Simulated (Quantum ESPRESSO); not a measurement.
# Sn (Fd-3m) in Quantum ESPRESSO: notebook

The runs below take Sn through phonons, with rev-vdW-DF2, WC.

Program: Quantum ESPRESSO 7.5. These are calculated values, not measurements. Logs are shortened: lines on timing, memory, paths and dates and some standing lists are left out, and cuts for length are marked.

### 1 The crystal as given

Symmetry: Fd-3m, No. 227, cubic system. Conventional cell: a = 6.467 Å, b = 6.467 Å, c = 6.467 Å, α = 90.00°, β = 90.00°, γ = 90.00°. Sn (site symmetry -43m) has 4 Sn at 2.80 Å as nearest neighbours.

This isn't the form of Sn at room conditions, which is tetragonal (white tin).

### 2 Phonons, rev-vdW-DF2

File pw.in:

```
&CONTROL
  calculation = 'scf'
  prefix = 'pwscf'
  outdir = './tmp'
  pseudo_dir = './pseudo'
  tprnfor = .true.
  tstress = .true.
  disk_io = 'low'
/
&SYSTEM
  ibrav = 0
  nat = 2
  ntyp = 1
  ecutwfc = 72
  nbnd = 21
  input_dft = 'vdw-df2-b86r'
  occupations = 'smearing'
  smearing = 'mv'
  degauss = 0.00999582
/
&ELECTRONS
  conv_thr = 4d-10
  electron_maxstep = 120
  mixing_beta = 0.5
/
ATOMIC_SPECIES
Sn   118.7100 Sn.upf
CELL_PARAMETERS angstrom
   0.0000000000    3.2333428000    3.2333428000
   3.2333428000    0.0000000000    3.2333428000
   3.2333428000    3.2333428000    0.0000000000
ATOMIC_POSITIONS crystal
Sn     0.7500000000    0.7500000000    0.7500000000
Sn     0.5000000000    0.5000000000    0.5000000000
K_POINTS automatic
7 7 7 0 0 0
```

File relax.in:

```
&CONTROL
  calculation = 'vc-relax'
  prefix = 'pwscf'
  outdir = './tmp'
  pseudo_dir = './pseudo'
  tprnfor = .true.
  tstress = .true.
  disk_io = 'low'
  nstep = 40
  forc_conv_thr = 0.0001
  etot_conv_thr = 1d-06
/
&SYSTEM
  ibrav = 0
  nat = 2
  ntyp = 1
  ecutwfc = 72
  nbnd = 21
  input_dft = 'vdw-df2-b86r'
  occupations = 'smearing'
  smearing = 'mv'
  degauss = 0.00999582
/
&ELECTRONS
  conv_thr = 4d-10
  electron_maxstep = 120
  mixing_beta = 0.5
/
&IONS
  ion_dynamics = 'bfgs'
/
&CELL
  cell_dynamics = 'bfgs'
  press = 0
  press_conv_thr = 0.2
/
ATOMIC_SPECIES
Sn   118.7100 Sn.upf
CELL_PARAMETERS angstrom
   0.0000000000    3.2333428000    3.2333428000
   3.2333428000    0.0000000000    3.2333428000
   3.2333428000    3.2333428000    0.0000000000
ATOMIC_POSITIONS crystal
Sn     0.7500000000    0.7500000000    0.7500000000
Sn     0.5000000000    0.5000000000    0.5000000000
K_POINTS automatic
7 7 7 0 0 0
```

File scf2.in:

```
&CONTROL
  calculation = 'scf'
  prefix = 'pwscf'
  outdir = './tmp'
  pseudo_dir = './pseudo'
  tprnfor = .true.
  tstress = .true.
  disk_io = 'low'
/
&SYSTEM
  ibrav = 0
  nat = 2
  ntyp = 1
  ecutwfc = 72
  nbnd = 21
  input_dft = 'vdw-df2-b86r'
  occupations = 'smearing'
  smearing = 'mv'
  degauss = 0.00999582
/
&ELECTRONS
  conv_thr = 1d-13
  electron_maxstep = 120
  mixing_beta = 0.5
  startingpot = 'file'
  startingwfc = 'file'
/
ATOMIC_SPECIES
Sn   118.7100 Sn.upf
CELL_PARAMETERS angstrom
   0.0000000000    3.3055909784    3.3055909784
   3.3055909784    0.0000000000    3.3055909784
   3.3055909784    3.3055909784    0.0000000000
ATOMIC_POSITIONS crystal
Sn     0.7500000000    0.7500000000    0.7500000000
Sn     0.5000000000    0.5000000000    0.5000000000
K_POINTS automatic
7 7 7 0 0 0
```

File ph.in:

```
phonons of Sn
&INPUTPH
  prefix = 'pwscf'
  outdir = './tmp'
  tr2_ph = 1d-16
  fildyn = 'dyn'
  niter_ph = 60
  alpha_mix(1) = 0.4
/
0.0000000000 0.0000000000 0.0000000000
```

File dynmat.in:

```
&INPUT
  fildyn = 'dyn'
  asr = 'crystal'
  filout = 'dynmat.disp'
  fileig = 'dynmat.eig'
/
```

Potentials or basis: PseudoDojo 0.4.1 SR PBE standard.

Run with:

```sh
OMP_NUM_THREADS=1 pw.x -in pw.in > pw.out
OMP_NUM_THREADS=1 pw.x -in relax.in > relax.out
OMP_NUM_THREADS=1 pw.x -in scf2.in > scf2.out
OMP_NUM_THREADS=1 ph.x -in ph.in > ph.out
OMP_NUM_THREADS=1 dynmat.x -in dynmat.in > dynmat.out
```

pw.out:

```text
This program is part of the open-source Quantum ESPRESSO suite
     for quantum simulation of materials; please cite
         "P. Giannozzi et al., J. Phys.:Condens. Matter 21 395502 (2009);
         "P. Giannozzi et al., J. Phys.:Condens. Matter 29 465901 (2017);
         "P. Giannozzi et al., J. Chem. Phys. 152 154105 (2020);
     in publications or presentations arising from this work. More details at

     IMPORTANT: XC functional enforced from input :
     Exchange-correlation= VDW-DF2-B86R
                           (   1   4  26   0   2   0   0)
     Any further DFT definition will be discarded
     Please, verify this is what you really want

     Message from routine setup:
     using ibrav=0 with symmetry is DISCOURAGED, use correct ibrav instead

     G-vector sticks info
     --------------------
     sticks:   dense  smooth     PW     G-vecs:    dense   smooth      PW
     Sum        1483    1483    433                37509    37509    5817

     Using Slab Decomposition

     bravais-lattice index     =            0
     lattice parameter (alat)  =       8.6410  a.u.
     unit-cell volume          =     456.2279 (a.u.)^3
     number of atoms/cell      =            2
     number of atomic types    =            1
     number of electrons       =        28.00
     number of Kohn-Sham states=           21
     kinetic-energy cutoff     =      72.0000  Ry
     charge density cutoff     =     288.0000  Ry
     scf convergence threshold =      4.0E-10
     mixing beta               =       0.5000
     number of iterations used =            8  plain     mixing
     Exchange-correlation= VDW-DF2-B86R
                           (   1   4  26   0   2   0   0)

     celldm(1)=   8.641032  celldm(2)=   0.000000  celldm(3)=   0.000000
     celldm(4)=   0.000000  celldm(5)=   0.000000  celldm(6)=   0.000000

     crystal axes: (cart. coord. in units of alat)
               a(1) = (   0.000000   0.707107   0.707107 )
               a(2) = (   0.707107   0.000000   0.707107 )
               a(3) = (   0.707107   0.707107   0.000000 )

     reciprocal axes: (cart. coord. in units 2 pi/alat)
               b(1) = ( -0.707107  0.707107  0.707107 )
               b(2) = (  0.707107 -0.707107  0.707107 )
               b(3) = (  0.707107  0.707107 -0.707107 )

     PseudoPot. # 1 for Sn read from file:
     Sn.upf
     Pseudo is Norm-conserving + core correction, Zval = 14.0
[... 50 lines left out ...]
     %                                                                      %
     % You are using vdW-DF, which was implemented by the Thonhauser group. %
     % Please cite the following two papers that made this development      %
     % possible and the two reviews that describe the various versions:     %
     %                                                                      %
     %   T. Thonhauser et al., PRL 115, 136402 (2015).                      %
     %   T. Thonhauser et al., PRB 76, 125112 (2007).                       %
     %   K. Berland et al., Rep. Prog. Phys. 78, 066501 (2015).             %
     %   D.C. Langreth et al., J. Phys.: Condens. Matter 21, 084203 (2009). %
     %                                                                      %
     % If you are calculating stress with vdW-DF, please also cite:         %
     %                                                                      %
     %   R. Sabatini et al., J. Phys.: Condens. Matter 24, 424209 (2012).   %
     %                                                                      %
     %%%%%%%%%%%%%%%%%%%%%%%%%%%%%%%%%%%%%%%%%%%%%%%%%%%%%%%%%%%%%%%%%%%%%%%%

     %%%%%%%%%%%%%%%%%%%%%%%%%%%%%%%%%%%%%%%%%%%%%%%%%%%%%%%%%%%%%%%%%%%%%%%%
     %                                                                      %
     %  vdW-DF NEWS:                                                        %
     %                                                                      %
     %  * vdW-DF3 is now available. DOI: 10.1021/acs.jctc.0c00471           %
     %    use with input_dft = 'vdW-DF3-opt1' or 'vdW-DF3-opt2'             %
     %                                                                      %
     %  * Unscreened and range-separated hybrid vdW-DF-cx functionals       %
     %    DOI: 10.1063/1.4986522 and 10.1088/1361-648X/ac2ad2               %
     %    use with input_dft = 'vdW-DF-cx0'    and 'vdW-DF-ahcx'            %
     %  * Unscreened and range-separated hybrid vdW-DF2-b86r functionals    %
     %    DOI: 10.1063/1.4986522 and DOI: 10.1103/PhysRevX.12.041003        %
     %    use with input_dft = 'vdW-DF2-br0' and 'vdW-DF2-ahbr'             %
     %                                                                      %
     %%%%%%%%%%%%%%%%%%%%%%%%%%%%%%%%%%%%%%%%%%%%%%%%%%%%%%%%%%%%%%%%%%%%%%%%

     Starting wfcs are   18 randomized atomic wfcs +    3 random wfcs

     Self-consistent Calculation

     iteration #  1     ecut=    72.00 Ry     beta= 0.50
     Davidson diagonalization with overlap
     ethr =  1.00E-02,  avg # of iterations =  5.9

     Threshold (ethr) on eigenvalues was too large:
     Diagonalizing with lowered threshold

     Davidson diagonalization with overlap
     ethr =  1.08E-04,  avg # of iterations =  3.1

     total energy              =    -315.13210026 Ry
     estimated scf accuracy    <       0.03097489 Ry
[... 43 lines left out ...]
     iteration #  8     ecut=    72.00 Ry     beta= 0.50
     Davidson diagonalization with overlap
     ethr =  4.33E-12,  avg # of iterations =  2.0

     End of self-consistent calculation

          k = 0.0000 0.0000 0.0000 (  4693 PWs)   bands (ev):

   -13.6431 -13.6431 -13.6431 -13.5818 -13.5818 -13.2631 -13.2631 -13.2631
   -13.2537 -13.2537  -2.6053   7.3768   8.2105   8.2105   8.2105  10.2722
    10.2722  10.2722  13.1029  16.1765  16.1765

          k = 0.1010 0.1010-0.1010 (  4729 PWs)   bands (ev):
[... 85 lines left out ...]
   -13.7083 -13.6961 -13.5563 -13.5225 -13.4214 -13.4121 -13.3631 -13.3308
   -13.1836 -13.1717   0.3907   0.6714   5.1180   5.7481   8.9909   9.9390
    14.8722  15.1165  16.1204  17.2823  18.4107

          k = 0.4041 0.2020 0.0000 (  4708 PWs)   bands (ev):

   -13.6915 -13.6898 -13.6025 -13.5170 -13.4723 -13.3995 -13.3209 -13.2906
   -13.1964 -13.1931  -1.3340   2.8771   5.5374   6.5533  10.2538  10.3548
    11.9618  13.2351  15.1750  16.4492  17.1627

          k =-0.2020-0.4041 0.6061 (  4694 PWs)   bands (ev):
[... 13 lines left out ...]
   -13.7183 -13.7052 -13.5329 -13.4630 -13.4441 -13.4107 -13.4049 -13.3503
   -13.1750 -13.1623   0.1189   1.0195   4.7431   5.5656  10.3064  12.0356
    12.6604  12.6826  15.8873  16.9261  18.6792

     the Fermi energy is     7.9884 ev

!    total energy              =    -315.13259122 Ry
     estimated scf accuracy    <          2.2E-10 Ry
     smearing contrib. (-TS)   =       0.00016408 Ry
     internal energy E=F+TS    =    -315.13275530 Ry

     The total energy is F=E-TS. E is the sum of the following terms:
     one-electron contribution =    -141.16298753 Ry
     hartree contribution      =      86.86386104 Ry
     xc contribution           =     -88.03664920 Ry
     ewald contribution        =    -172.79697961 Ry

     convergence has been achieved in   8 iterations

     Forces acting on atoms (cartesian axes, Ry/au):

     atom    1 type  1   force =    -0.00000000    0.00000000    0.00000000
     atom    2 type  1   force =     0.00000000   -0.00000000   -0.00000000

     Total force =     0.000000     Total SCF correction =     0.000000

     Computing stress (Cartesian axis) and pressure

          total   stress  (Ry/bohr**3)                   (kbar)     P=       29.70
   0.00020190   0.00000000  -0.00000000           29.70        0.00       -0.00
   0.00000000   0.00020190   0.00000000            0.00       29.70        0.00
  -0.00000000   0.00000000   0.00020190           -0.00        0.00       29.70

=------------------------------------------------------------------------------=
   JOB DONE.
=------------------------------------------------------------------------------=
```

relax.out:

```text
This program is part of the open-source Quantum ESPRESSO suite
     for quantum simulation of materials; please cite
         "P. Giannozzi et al., J. Phys.:Condens. Matter 21 395502 (2009);
         "P. Giannozzi et al., J. Phys.:Condens. Matter 29 465901 (2017);
         "P. Giannozzi et al., J. Chem. Phys. 152 154105 (2020);
[... 1825 lines left out ...]
   0.00000000   0.00000798   0.00000000            0.00        1.17        0.00
   0.00000000   0.00000000   0.00000798            0.00        0.00        1.17

=------------------------------------------------------------------------------=
   JOB DONE.
=------------------------------------------------------------------------------=
```

scf2.out:

```text
This program is part of the open-source Quantum ESPRESSO suite
     for quantum simulation of materials; please cite
         "P. Giannozzi et al., J. Phys.:Condens. Matter 21 395502 (2009);
         "P. Giannozzi et al., J. Phys.:Condens. Matter 29 465901 (2017);
         "P. Giannozzi et al., J. Chem. Phys. 152 154105 (2020);
[... 298 lines left out ...]
   0.00000000   0.00000800   0.00000000            0.00        1.18        0.00
   0.00000000   0.00000000   0.00000800            0.00        0.00        1.18

=------------------------------------------------------------------------------=
   JOB DONE.
=------------------------------------------------------------------------------=
```

Run time: 15 min. Hardware: 1 thread of Intel Xeon Platinum 8375C at 2.90GHz (Ice Lake), shared host; peak memory 0.29 GiB.

Results:

```yaml
Free_energy: -4287.6397 eV
Relaxed_volume: 36.12 Å³/atom
Relaxed_cell: a = 4.675 Å, b = 4.675 Å, c = 4.675 Å, α = 60.00°, β = 60.00°, γ = 60.00°
Space_group_after_relaxing_to_0.05_Å: Fd-3m (No. 227)
Pressure_after_relaxing: 0.1 GPa
Band_gap_on_the_k_mesh: none (metal or under the smearing width)
Highest_phonon_frequency_at_Γ: 158 cm⁻¹
```

The path:
```tsv
step	energy change (eV)	largest force (eV/Å)	pressure (GPa)	volume (Å³)
1	0.0000	0.0000	2.97	67.61
2	-0.0166	0.0000	2.22	68.63
3	-0.0297	0.0000	1.45	69.78
4	-0.0396	0.0000	0.40	71.52
5	-0.0405	0.0000	0.02	72.21
6	-0.0405	0.0000	0.00	72.24
```

Final structure:
```cif
data_structure
_symmetry_space_group_name_H-M 'P 1'
_symmetry_Int_Tables_number 1
_cell_length_a 4.6748
_cell_length_b 4.6748
_cell_length_c 4.6748
_cell_angle_alpha 60.000
_cell_angle_beta 60.000
_cell_angle_gamma 60.000
_cell_volume 72.24
loop_
_atom_site_label
_atom_site_type_symbol
_atom_site_fract_x
_atom_site_fract_y
_atom_site_fract_z
_atom_site_occupancy
Sn1 Sn 0.75000 0.75000 0.75000 1
Sn2 Sn 0.50000 0.50000 0.50000 1
```

Levels at points of the mesh, in eV from the Fermi level:
| k point | band 12 | band 13 | band 14 | band 15 | band 16 | band 17 |
| --- | --- | --- | --- | --- | --- | --- |
| (0.00, 0.00, 0.00) | -1.04 | 0.24 | 0.24 | 0.24 | 2.29 | 2.29 |

Phonon frequencies in cm⁻¹ (negative: imaginary):
| q point | frequencies |
| --- | --- |
| (0.000, 0.000, 0.000) | 21 21 21 158 158 158 |

Optical modes at Γ, degenerate ones joined:
| cm⁻¹ | components | symmetry | active in |
| --- | --- | --- | --- |
| 158 | 3 | T2g | Raman |

Caveat: the potentials were made for another functional, which shifts forces and pressure.

### 3 Phonons, WC

Changes to pw.in since step 2:

```diff
@@ -15,5 +15,5 @@
   nbnd = 21
-  input_dft = 'vdw-df2-b86r'
+  input_dft = 'wc'
   occupations = 'smearing'
-  smearing = 'mv'
+  smearing = 'mp'
   degauss = 0.00999582
```

Changes to relax.in since step 2:

```diff
@@ -18,5 +18,5 @@
   nbnd = 21
-  input_dft = 'vdw-df2-b86r'
+  input_dft = 'wc'
   occupations = 'smearing'
-  smearing = 'mv'
+  smearing = 'mp'
   degauss = 0.00999582
```

Changes to scf2.in since step 2:

```diff
@@ -15,5 +15,5 @@
   nbnd = 21
-  input_dft = 'vdw-df2-b86r'
+  input_dft = 'wc'
   occupations = 'smearing'
-  smearing = 'mv'
+  smearing = 'mp'
   degauss = 0.00999582
@@ -30,5 +30,5 @@
 CELL_PARAMETERS angstrom
-   0.0000000000    3.3055909784    3.3055909784
-   3.3055909784    0.0000000000    3.3055909784
-   3.3055909784    3.3055909784    0.0000000000
+   0.0000000000    3.2737848845    3.2737848845
+   3.2737848845    0.0000000000    3.2737848845
+   3.2737848845    3.2737848845    0.0000000000
 ATOMIC_POSITIONS crystal
```

ph.in is that of step 2.

dynmat.in is that of step 2.

Potentials or basis: PseudoDojo 0.4.1 SR PBE standard.

Run with:

```sh
OMP_NUM_THREADS=1 pw.x -in pw.in > pw.out
OMP_NUM_THREADS=1 pw.x -in relax.in > relax.out
OMP_NUM_THREADS=1 pw.x -in scf2.in > scf2.out
OMP_NUM_THREADS=1 ph.x -in ph.in > ph.out
OMP_NUM_THREADS=1 dynmat.x -in dynmat.in > dynmat.out
```

pw.out:

```text
This program is part of the open-source Quantum ESPRESSO suite
     for quantum simulation of materials; please cite
         "P. Giannozzi et al., J. Phys.:Condens. Matter 21 395502 (2009);
         "P. Giannozzi et al., J. Phys.:Condens. Matter 29 465901 (2017);
         "P. Giannozzi et al., J. Chem. Phys. 152 154105 (2020);
     in publications or presentations arising from this work. More details at

     IMPORTANT: XC functional enforced from input :
     Exchange-correlation= WC
                           (   1   4  11   4   0   0   0)
     Any further DFT definition will be discarded
     Please, verify this is what you really want

     Message from routine setup:
     using ibrav=0 with symmetry is DISCOURAGED, use correct ibrav instead

     G-vector sticks info
     --------------------
     sticks:   dense  smooth     PW     G-vecs:    dense   smooth      PW
     Sum        1483    1483    433                37509    37509    5817

     Using Slab Decomposition
[... 253 lines left out ...]
   -13.1982 -13.1947  -1.3781   2.8469   5.4552   6.4841  10.1635  10.3167
    11.8388  13.1775  15.0652  16.3199  17.0446

          k =-0.2020-0.4041 0.6061 (  4694 PWs)   bands (ev):
[... 13 lines left out ...]
   -13.7214 -13.7084 -13.5354 -13.4653 -13.4459 -13.4125 -13.4065 -13.3521
   -13.1767 -13.1639   0.0835   0.9849   4.6525   5.4856  10.2226  11.9792
    12.5706  12.5735  15.7971  16.8149  18.5801

     the Fermi energy is     7.9682 ev

!    total energy              =    -314.85566630 Ry
     estimated scf accuracy    <          3.3E-10 Ry
     smearing contrib. (-TS)   =       0.00004783 Ry
     internal energy E=F+TS    =    -314.85571413 Ry

     The total energy is F=E-TS. E is the sum of the following terms:
     one-electron contribution =    -141.09126022 Ry
     hartree contribution      =      86.80242930 Ry
     xc contribution           =     -87.76990361 Ry
     ewald contribution        =    -172.79697961 Ry

     convergence has been achieved in   9 iterations

     Forces acting on atoms (cartesian axes, Ry/au):

     atom    1 type  1   force =     0.00000000   -0.00000000    0.00000000
     atom    2 type  1   force =     0.00000000    0.00000000   -0.00000000

     Total force =     0.000000     Total SCF correction =     0.000000

     Computing stress (Cartesian axis) and pressure

          total   stress  (Ry/bohr**3)                   (kbar)     P=       17.66
   0.00012007   0.00000000   0.00000000           17.66        0.00        0.00
   0.00000000   0.00012007   0.00000000            0.00       17.66        0.00
   0.00000000   0.00000000   0.00012007            0.00        0.00       17.66

=------------------------------------------------------------------------------=
   JOB DONE.
=------------------------------------------------------------------------------=
```

It took 10 min on 1 thread of Arm Neoverse V2, shared host; peak memory 0.11 GiB.

What came out:

* Free energy: -4283.8439 eV
* Relaxed volume: 35.09 Å³/atom
* Relaxed cell: a = 4.630 Å, b = 4.630 Å, c = 4.630 Å, α = 60.00°, β = 60.00°, γ = 60.00°
* Space group after relaxing (to 0.05 Å): Fd-3m (No. 227)
* Pressure after relaxing: 0.1 GPa
* Band gap on the k mesh: none (metal or under the smearing width)
* Highest phonon frequency at Γ: 177 cm⁻¹

The path:
| step | energy change (eV) | largest force (eV/Å) | pressure (GPa) | volume (Å³) |
| --- | --- | --- | --- | --- |
| 1 | 0.0000 | 0.0000 | 1.77 | 67.61 |
| 2 | -0.0058 | 0.0000 | 1.30 | 68.22 |
| 3 | -0.0103 | 0.0000 | 0.83 | 68.89 |
| 4 | -0.0135 | 0.0000 | 0.16 | 69.91 |
| 5 | -0.0136 | 0.0000 | 0.01 | 70.17 |
| 6 | -0.0136 | 0.0000 | 0.00 | 70.17 |

Final structure:
```
Sn
1.0
     0.00000    3.27378    3.27378
     3.27378    0.00000    3.27378
     3.27378    3.27378    0.00000
Sn
2
Direct
  0.75000 0.75000 0.75000
  0.50000 0.50000 0.50000
```

Phonon frequencies in cm⁻¹ (negative: imaginary):
| q point | frequencies |
| --- | --- |
| (0.000, 0.000, 0.000) | -4 -4 -4 177 177 177 |

Optical modes at Γ, degenerate ones joined:
```
cm⁻¹  components  symmetry  active in
 177           3       T2g      Raman
```

Caveat: the potentials were made for another functional, which shifts forces and pressure.

[end of part 1 of 2]
